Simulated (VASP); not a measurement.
# Sn (Fd-3m) in VASP: further runs

One crystal, Sn, is run at these levels: PBE; tasks: relaxation of cell and atoms.

Program: VASP 6.6.1. These are calculated values, not measurements. Logs are shortened: lines on timing, memory, paths and dates and some standing lists are left out, and cuts for length are marked.

## (1) Starting point

It takes space group Fd-3m (No. 227, cubic). The conventional cell has a = 6.467 Å, b = 6.467 Å, c = 6.467 Å, α = 90.00°, β = 90.00°, γ = 90.00°. Sn (site symmetry -43m) has 4 Sn at 2.80 Å as nearest neighbours.

This isn't the form of Sn at room conditions, which is tetragonal (white tin).

## (2) Relaxation of cell and atoms, PBE

INCAR

```
PREC = Accurate ; ENCUT = 520
EDIFF = 1E-7 ; ISMEAR = 0
SIGMA = 0.02 ; LREAL = F
LASPH = T ; NELM = 100
ALGO = Fast ; ISIF = 3
LWAVE = F ; LCHARG = F
GGA = PE ; IBRION = 2
NSW = 80 ; EDIFFG = -0.002
```

KPOINTS

```
Automatic mesh
0
Gamma
  4 4 4
```

POSCAR

```
Sn
1.0
    0.0000000000      3.2333428000      3.2333428000
    3.2333428000      0.0000000000      3.2333428000
    3.2333428000      3.2333428000      0.0000000000
Sn
2
Direct
    0.0000000000      0.0000000000      0.0000000000
    0.2500000000      0.2500000000      0.2500000000
```

Potentials or basis: VASP PAW PBE potentials, release 64 (Sn_d).

Started as:

```sh
$ cat potpaw_PBE.64/Sn_d/POTCAR > POTCAR
$ mpirun -np 1 vasp_std > vasp.out
```

OUTCAR:

```text
PREC = Accurate
   ENCUT = 520
   EDIFF = 1E-7
   ISMEAR = 0
   LREAL = F
   LASPH = T
   NELM = 100
   ISIF = 3
   GGA = PE
   IBRION = 2
   NSW = 80
   EDIFFG = -0.002

 ion  position               nearest neighbor table
   1  0.000  0.000  0.000-   2 2.80   2 2.80   2 2.80   2 2.80
   2  0.250  0.250  0.250-   1 2.80   1 2.80   1 2.80   1 2.80

  LATTYP: Found a face centered cubic cell.
 ALAT       =     6.4666856000

  Lattice vectors:

 A1 = (   0.0000000000,   3.2333428000,   3.2333428000)
 A2 = (   3.2333428000,   0.0000000000,   3.2333428000)
 A3 = (   3.2333428000,   3.2333428000,   0.0000000000)

Analysis of symmetry for initial positions (statically):
=====================================================================
 Subroutine PRICEL returns:
 Original cell was already a primitive cell.

 Routine SETGRP: Setting up the symmetry group for a
 face centered cubic supercell.

 Subroutine GETGRP returns: Found 48 space group operations
 (whereof 24 operations were pure point group operations)
 out of a pool of 48 trial point group operations.

The static configuration has the point symmetry T_d .
 The point group associated with its full space group is O_h .

Analysis of symmetry for dynamics (positions and initial velocities):
=====================================================================
 Subroutine PRICEL returns:
 Original cell was already a primitive cell.

 Routine SETGRP: Setting up the symmetry group for a
 face centered cubic supercell.

 Subroutine GETGRP returns: Found 48 space group operations
 (whereof 24 operations were pure point group operations)
 out of a pool of 48 trial point group operations.

The dynamic configuration has the point symmetry T_d .
 The point group associated with its full space group is O_h .

 Subroutine INISYM returns: Found 48 space group operations
 (whereof 24 operations are pure point group operations),
 and found     1 'primitive' translations

----------------------------------------------------------------------------------------

                                     Primitive cell

  volume of cell :      67.6060

  direct lattice vectors                    reciprocal lattice vectors
     0.000000000  3.233342800  3.233342800    -0.154638723  0.154638723  0.154638723
     3.233342800  0.000000000  3.233342800     0.154638723 -0.154638723  0.154638723
     3.233342800  3.233342800  0.000000000     0.154638723  0.154638723 -0.154638723

  length of vectors
     4.572637240  4.572637240  4.572637240     0.267842124  0.267842124  0.267842124

  position of ions in fractional coordinates (direct lattice)
     0.000000000  0.000000000  0.000000000
     0.250000000  0.250000000  0.250000000

  ion indices of the primitive-cell ions
   primitive index   ion index
                 1           1
                 2           2

----------------------------------------------------------------------------------------

 KPOINTS: Automatic mesh

Automatic generation of k-mesh.
 Grid dimensions read from file:
 generate k-points for:    4    4    4

 Generating k-lattice:

  Cartesian coordinates                     Fractional coordinates (reciprocal lattice)
    -0.038659681  0.038659681  0.038659681     0.250000000  0.000000000  0.000000000
     0.038659681 -0.038659681  0.038659681     0.000000000  0.250000000  0.000000000
     0.038659681  0.038659681 -0.038659681     0.000000000  0.000000000  0.250000000

  Length of vectors
     0.066960531  0.066960531  0.066960531

  Shift w.r.t. Gamma in fractional coordinates (k-lattice)
     0.000000000  0.000000000  0.000000000

 Subroutine IBZKPT returns following result:
 ===========================================

 Found      8 irreducible k-points:

 Following reciprocal coordinates:
            Coordinates               Weight
  0.000000  0.000000  0.000000      1.000000
  0.250000  0.000000  0.000000      8.000000
  0.500000  0.000000  0.000000      4.000000
  0.250000  0.250000  0.000000      6.000000
  0.500000  0.250000  0.000000     24.000000
 -0.250000  0.250000  0.000000     12.000000
  0.500000  0.500000  0.000000      3.000000
 -0.250000  0.500000  0.250000      6.000000
   k-points           NKPTS =      8   k-points in BZ     NKDIM =      8   number of bands    NBANDS=     18
   number of dos      NEDOS =    301   number of ions     NIONS =      2
   total plane-waves  NPLWV =  46656
   dimension x,y,z NGX =    36 NGY =   36 NGZ =   36
   dimension x,y,z NGXF=    72 NGYF=   72 NGZF=   72
   ions per type =               2
   NGX,Y,Z   is equivalent  to a cutoff of  13.09, 13.09, 13.09 a.u.
   NGXF,Y,Z  is equivalent  to a cutoff of  26.18, 26.18, 26.18 a.u.
 SYSTEM =  unknown system
   PREC   = accura    normal or accurate (medium, high low for compatibility)
   ISTART =      0    job   : 0-new  1-cont  2-samecut
   ICHARG =      2    charge: 1-file 2-atom 10-const
   ISPIN  =      1    spin polarized calculation?
   LNONCOLLINEAR =      F non collinear calculations
   LSORBIT =      F    spin-orbit coupling
   LASPH  =      T    aspherical Exc in radial PAW
   ENCUT  =  520.0 eV  38.22 Ry    6.18 a.u.   8.50  8.50  8.50*2*pi/ulx,y,z
   NELM   =    100;   NELMIN=  2; NELMDL= -5     # of ELM steps
   EDIFF  = 0.1E-06   stopping-criterion for ELM
   LREAL  =      F    real-space projection
   EDIFFG = -.2E-02   stopping-criterion for IOM
   NSW    =     80    number of steps for IOM
   IBRION =      2    ionic relax: 0-MD 1-quasi-New 2-CG
   NFREE  =      1    steps in history (QN), initial steepest desc. (CG)
   ISIF   =      3    stress and relaxation
   ISYM   =      2    0-nonsym 1-usesym 2-fastsym
   POTIM  = 0.5000    time-step for ionic-motion
   TEBEG  =    0.0;   TEEND  =   0.0 temperature during run
   PSTRESS=    0.0 pullay stress
   NELECT =      28.0000    total number of electrons
   NUPDOWN=      -1.0000    fix difference up-down
   EMIN   =  10.00;   EMAX   =-10.00  energy-range for DOS
   EFERMI =   0.00;   METHOD = LEGACY
   ISMEAR =     0;   SIGMA  =   0.02  broadening in eV -4-tet -1-fermi 0-gaus
   EFERMI_NEDOS =   21; number of points for ismear=-14 and -15
   IALGO  =     68    algorithm
   IMIX   =      4    mixing-type and parameters
     AMIX     =   0.40;   BMIX     =  1.00
     AMIX_MAG =   1.60;   BMIX_MAG =  1.00
  volume/ion in A,a.u.               =      33.80       228.11
  Fermi-wavevector in a.u.,A,eV,Ry     =   1.220298  2.306028 20.260793  1.489126
  Thomas-Fermi vector in A             =   2.355520
   LORBIT       =      0    0 simple, 1 ext, 2 COOP (PROOUT), +10 PAW based schemes
   GGA     = PE    functional components
   LHFCALC =     F    Hartree Fock is set to
   AEXX    =    0.0000 exact exchange contribution
   IVDW    =     0    specifies the selected vdW correction
   LEPSILON=     F    determine dielectric tensor
   LRPA    =     F    only Hartree local field effects (RPA)
 conjugate gradient relaxation of ions
 non-spin polarized calculation
 RMM-DIIS sequential band-by-band and
 Gauss-broadening in eV      SIGMA  =   0.02
  energy-cutoff  :      520.00
  volume of cell :       67.61
 maximum number of plane-waves:      1837
 NGX is ok and might be reduce to    36
   NGX = 17   NGY = 17   NGZ = 17

--------------------------------------- Ionic step        1  -------------------------------------------

 number of electron      28.0000008 magnetization

 Free energy of the ion-electron system (eV)
  ---------------------------------------------------
  ext. energy  EPLUGINS =         0.00000000
  ---------------------------------------------------
  free energy    TOTEN  =        -7.42716849 eV

  energy without entropy =       -7.42646325  energy(sigma->0) =       -7.42681587

 E-fermi :   5.7943     XC(G=0):  -8.8994

 val. band max:        5.2217028840   @ k =   0.0000   0.0000   0.0000
 cond. band min:       5.7942630933   @ k =   0.5000   0.0000   0.0000
 fundamental gap:      0.5725602092
 Fermi energy:         5.7942630890

 k-point     1 :       0.0000    0.0000    0.0000
  band No.  band energies     occupation
      1     -15.9070      2.00000
      2     -15.9070      2.00000
      3     -15.9070      2.00000
      4     -15.8465      2.00000
      5     -15.8465      2.00000
      6     -15.5282      2.00000
[... 10 lines left out ...]
     17       7.9324      0.00000
     18       7.9324      0.00000
[... 275 lines left out ...]
 POSITION                                       TOTAL-FORCE (eV/Angst)
 -----------------------------------------------------------------------------------
      6.68895      3.34448      3.34448        -0.000000      0.000000     -0.000000
      1.67224      1.67224      1.67224         0.000000     -0.000000      0.000000
 -----------------------------------------------------------------------------------
    total drift:                                0.000000      0.000000      0.000000

  FREE ENERGIE OF THE ION-ELECTRON SYSTEM (eV)
  ---------------------------------------------------
  free  energy   TOTEN  =        -7.5170346934 eV

  energy  without entropy=       -7.5163294564  energy(sigma->0) =       -7.51668207

--------------------------------------- Ionic step        5  -------------------------------------------

 number of electron      28.0000015 magnetization

 Free energy of the ion-electron system (eV)
  ---------------------------------------------------
  ext. energy  EPLUGINS =         0.00000000
  ---------------------------------------------------
  free energy    TOTEN  =        -7.51705615 eV

  energy without entropy =       -7.51635092  energy(sigma->0) =       -7.51670354

 E-fermi :   4.6024     XC(G=0):  -8.4656

 val. band max:        4.1896959649   @ k =   0.2500   0.0000   0.0000
 cond. band min:       4.6024354728   @ k =   0.5000   0.0000   0.0000
 fundamental gap:      0.4127395078
 Fermi energy:         4.6024354727

 k-point     1 :       0.0000    0.0000    0.0000
  band No.  band energies     occupation
      1     -16.7451      2.00000
      2     -16.7451      2.00000
      3     -16.7451      2.00000
      4     -16.6976      2.00000
      5     -16.6976      2.00000
      6     -16.4539      2.00000
[... 10 lines left out ...]
     17       6.9037      0.00000
     18       6.9037      0.00000
[... 167 lines left out ...]
 POSITION                                       TOTAL-FORCE (eV/Angst)
 -----------------------------------------------------------------------------------
      0.00000      0.00000      0.00000         0.000000      0.000000      0.000000
      1.67133      1.67133      1.67133        -0.000000     -0.000000     -0.000000
 -----------------------------------------------------------------------------------
    total drift:                                0.000000      0.000000      0.000000

  FREE ENERGIE OF THE ION-ELECTRON SYSTEM (eV)
  ---------------------------------------------------
  free  energy   TOTEN  =        -7.5170561543 eV

  energy  without entropy=       -7.5163509173  energy(sigma->0) =       -7.51670354

 reached required accuracy - stopping structural energy minimisation
```

Run time: 50 s. Hardware: 1 thread of Intel Xeon Platinum 8488C (Sapphire Rapids), shared host; peak memory 0.2 GiB.

What came out:

```
Free energy                            : -7.5171 eV
Relaxed volume                         : 37.35 Å³/atom
Relaxed cell                           : a = 4.727 Å, b = 4.727 Å, c = 4.727 Å, α = 60.00°, β = 60.00°, γ = 60.00°
Space group after relaxing (to 0.05 Å) : Fd-3m (No. 227)
Energy gained by relaxing              : 44.9 meV/atom
Ionic steps                            : 5
Pressure after relaxing                : 0.0 GPa
Band gap on the k mesh                 : none (metal or under the smearing width)
```

The path:
```csv
step,energy change (eV),largest force (eV/Å),pressure (GPa),volume (Å³)
1,0.0000,0.0000,4.47,67.61
2,-0.0809,0.0000,-1.08,77.26
3,-0.0899,0.0000,0.03,74.67
4,-0.0899,0.0000,-0.05,74.82
5,-0.0899,0.0000,0.00,74.70
```

Final structure:
```cif
data_structure
_symmetry_space_group_name_H-M 'P 1'
_symmetry_Int_Tables_number 1
_cell_length_a 4.7272
_cell_length_b 4.7272
_cell_length_c 4.7272
_cell_angle_alpha 60.000
_cell_angle_beta 60.000
_cell_angle_gamma 60.000
_cell_volume 74.70
loop_
_atom_site_label
_atom_site_type_symbol
_atom_site_fract_x
_atom_site_fract_y
_atom_site_fract_z
_atom_site_occupancy
Sn1 Sn 0.00000 0.00000 0.00000 1
Sn2 Sn 0.25000 0.25000 0.25000 1
```

Caveat: the k mesh is coarse (spacing up to 0.42 Å⁻¹), so the values aren't converged; the volume moved by +10 % from the deposited cell, more than functionals usually miss. Zero-point motion and thermal expansion aren't in these numbers.

## (3) Relaxation of cell and atoms, PBE

This run uses another cell than the first one, of 37.35 Å³/atom, 1.105 times its volume.

INCAR is that of step 2.

KPOINTS is that of step 2.

POSCAR

```
Sn                                      
1.0
    0.0000000000      3.3426579177      3.3426579177
    3.3426579177     -0.0000000000      3.3426579177
    3.3426579177      3.3426579177      0.0000000000
  Sn            
     2
Direct
     0.0000000000000000    0.0000000000000000    0.0000000000000000
     0.2500000000000000    0.2500000000000000    0.2500000000000000
```

Potentials or basis: VASP PAW PBE potentials, release 64 (Sn_d).

Started as:

```sh
$ cat potpaw_PBE.64/Sn_d/POTCAR > POTCAR
$ mpirun -np 1 vasp_std > vasp.out
```

Run time: 11 s. Hardware: 1 thread of Intel Xeon Platinum 8488C (Sapphire Rapids), shared host; peak memory 0.19 GiB.

The run converged. Its results:

| Item | Value |
| --- | --- |
| Free energy | -7.5190 eV |
| Pressure after relaxing | 0.0 GPa |
| Band gap on the k mesh | none (metal or under the smearing width) |

Final structure:
```
CELL_PARAMETERS angstrom
0.00000 3.34266 3.34266
3.34266 0.00000 3.34266
3.34266 3.34266 0.00000
ATOMIC_POSITIONS crystal
Sn 0.00000 0.00000 0.00000
Sn 0.25000 0.25000 0.25000
```

Levels at points of the mesh, in eV from the Fermi level:
```csv
k point,band 12,band 13,band 14,band 15,band 16,band 17
"(0.00, 0.00, 0.00)",-1.07,0.25,0.25,0.25,2.30,2.30
"(0.50, 0.00, 0.00)",-5.83,-0.82,-0.82,0.00,3.35,3.35
"(0.50, 0.50, 0.00)",-7.06,-2.02,-2.02,1.08,1.08,7.33
```

Caveat: the k mesh is coarse (spacing up to 0.41 Å⁻¹), so the values aren't converged; the relaxation stopped at its first step, so nothing moved.
